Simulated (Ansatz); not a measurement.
CaO built on the rocksalt prototype, relaxed with r2SCAN in the PAW code Ansatz: it is cubic, Fm-3m (No. 225); a = 4.795 Å in the conventional setting, 13.78 Å³ an atom. Ca has 6 O at 2.40 Å; O has 6 Ca at 2.40 Å. It was then strained (epitaxial in the xy plane), atoms relaxed again within the symmetry left. Unstrained, HSE06 gives 5.312 eV (Γ → X, 6×6×6 mesh), and the band edges keep their places in every row. The normal direction was relaxed to zero stress. Only one sign of strain is shown, since it lowers the symmetry, and equivalent edge states can then move with another slope on the other side. Stress is positive in compression. Spin-unpolarised throughout; all numbers are computed.

Axes as in this cell:
```
CELL_PARAMETERS angstrom
0.00000 2.39755 2.39755
2.39755 0.00000 2.39755
2.39755 2.39755 0.00000
ATOMIC_POSITIONS crystal
Ca 0.00000 0.00000 0.00000
O 0.50000 0.50000 0.50000
```

```
strain (%)        ε  ΔE_g, HSE06 (eV)  Δσ_xx, r2SCAN (GPa)
      -4.0  -0.0400            -0.108               +13.65
     -3.45  -0.0345            -0.093               +11.33
      -3.0  -0.0300            -0.080                +9.56
      -1.0  -0.0100            -0.026                +2.80
     -0.65  -0.0065            -0.017                +1.77
```

Fit ΔE_g = a x + b x² to these rows by least squares, with x = ε.
The normal equations take Σx² = 3.832e-03, Σx³ = -1.333e-04, Σx⁴ = 4.798e-06, ΣxΔE = 1.030e-02 and Σx²ΔE = -3.588e-04, and give a = +2.58 eV, b = -3.1 eV; the largest residual is 0.000 eV.

Fit the change of σ_xx in the same way.
Δσ_xx = -256.3 x + (2108) x² GPa. The slope, 256 GPa, is the biaxial modulus of the film.

Predict the withheld row at -2.0 % (x = -0.0200).
ΔE_g ≈ +2.58 × (-0.0200) + (-3.1) × (-0.0200)² = -0.053 eV, and Δσ_xx ≈ +5.97 GPa. The runs give -0.053 eV and +5.96 GPa, off by 0.000 eV and -0.01 GPa.
